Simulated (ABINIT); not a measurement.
Cu:

```
Cu
1.0
     0.00000    1.80750    1.80750
     1.80750    0.00000    1.80750
     1.80750    1.80750    0.00000
Cu
1
Direct
  0.00000 0.00000 0.00000
```

Base run:

- Program: ABINIT 10.8.3 (patched build)
- Functional: AM05
- Potentials or basis: PseudoDojo NC SR PBEsol v0.4.1 standard
- Cutoff: 1252 eV
- k mesh: 13 × 13 × 13
- Occupations: fermi-dirac, width 0.05 eV
- Spin: no spin polarisation

Its results: band gap on the k mesh none (metal or under the smearing width); pressure -7.6 GPa.

Task: The run is repeated on the same cell with these changes: functional from AM05 to WC. What comes out?

Result: Band gap on the k mesh none (metal or under the smearing width); pressure -6.3 GPa.

Caveats: the potentials were made for another functional, which shifts forces and pressure.

Not every run made on this cell is shown here.
